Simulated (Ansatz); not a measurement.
## BaTe (antiNiAs structure)

Method: PBE, scalar-relativistic; no spin polarisation; PAW, 420 eV, Γ-centred 8×8×6 mesh, 0.05 eV Gaussian smearing; code Ansatz. The datasets are Ansatz's generated set soft_2.

```
CELL_PARAMETERS angstrom
4.84884 0.00000 0.00000
-2.42442 4.19922 0.00000
0.00000 0.00000 8.60018
ATOMIC_POSITIONS crystal
Ba 0.33333 0.66667 0.25000
Ba 0.66667 0.33333 0.75000
Te 0.00000 0.00000 0.00000
Te 0.00000 0.00000 0.50000
```

This is a trial structure: the heavier alkaline earths' oxides and chalcogenides take the rock-salt structure.

Cell and atoms are those of this level's equilibrium.

Elastic constants come from the stress of slightly strained cells with relaxed atoms, in GPa, Voigt order xx, yy, zz, yz, xz, xy in the Cartesian frame of the vectors above.

```
42.1 20.0 15.8  0.0  0.0  0.0
20.0 42.1 15.8  0.0  0.0  0.0
15.8 15.8 64.4  0.0  0.0  0.0
 0.0  0.0  0.0 16.8  0.0  0.0
 0.0  0.0  0.0  0.0 16.8  0.0
 0.0  0.0  0.0  0.0  0.0 11.0
```

Work out the Voigt, Reuss and Hill moduli.

Voigt: K = (C11 + C22 + C33 + 2(C12 + C13 + C23))/9 = 28 GPa, G = (C11 + C22 + C33 − C12 − C13 − C23 + 3(C44 + C55 + C66))/15 = 15.4 GPa. Reuss, from the compliances S = C⁻¹: K = 27 GPa, G = 14.4 GPa. Hill means: K = 28 GPa, G = 14.9 GPa.

And Young's modulus, Poisson's ratio, Pugh's ratio and the anisotropy?

E = 9KG/(3K + G) = 38 GPa, ν = (3K − 2G)/(6K + 2G) = 0.27, K/G = 1.86 (over the 1.75 that Pugh's rule, made for metals, takes as the line between brittle and ductile), universal anisotropy index 5G_V/G_R + K_V/K_R − 6 = 0.38. The eigenvalues of C are 11.0, 16.8, 16.8, 22, 41, 86 GPa, all positive.

What sound velocities and Debye temperature follow for a polycrystal?

With a density of 5.024 g/cm³ (mean mass 132.5 u, 43.78 Å³/atom), K = 27.68 and G = 14.87 GPa from the unrounded constants, v_l = √((K + 4G/3)/ρ) = 3080 m/s and v_t = √(G/ρ) = 1720 m/s. The mean [(1/v_l³ + 2/v_t³)/3]^(−1/3) is 1920 m/s, and θ_D = (ħ/k_B)(6π²/V)^(1/3) v_m ≈ 160 K, with V the volume an atom. This is the low-temperature, elastic estimate.

The equation of state, an independent route, gives B0 = 27 GPa; its match is the Reuss value, 27 GPa, which holds for uniform pressure.

Run time: 3 min on 2 threads of Arm Neoverse V1 (shared host), peak memory 0.84 GiB.

For elements this heavy, spin–orbit coupling would shift levels and gaps; it isn't included here.
